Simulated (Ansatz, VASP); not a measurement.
## Two plane-wave programs on SnSe

```xyz
2
Lattice="0.0000 3.3640 3.3640 3.3640 0.0000 3.3640 3.3640 3.3640 0.0000" Properties=species:S:1:pos:R:3 pbc="T T T"
Sn    0.0000    0.0000    0.0000
Se    1.6820    1.6820    1.6820
```

The cell was built by a generator and needn't be a form met in nature.

Alike in both runs: task single point; functional r2SCAN; k mesh 6 × 6 × 6; occupations fermi-dirac, width 0.02 eV; no spin polarisation.

|  | VASP | Ansatz |
| --- | --- | --- |
| version | VASP 6.6.1 | Ansatz 0.2.0 |
| potentials or method | VASP PAW PBE potentials, release 64 (Sn_d, Se) | plane waves, PAW |
| plane-wave cutoff (eV) | 520 | 500 |
| valence electrons in the cell | 20 | 30 |

|  | VASP | Ansatz | Ansatz less VASP |
| --- | --- | --- | --- |
| pressure (GPa) | 0.0 | 0.0 | 0.00 |

The two sets of potentials don't hold the same shells in valence.

Caveats: the PAW data sets were made with another functional, which shifts forces and pressure a little (VASP).
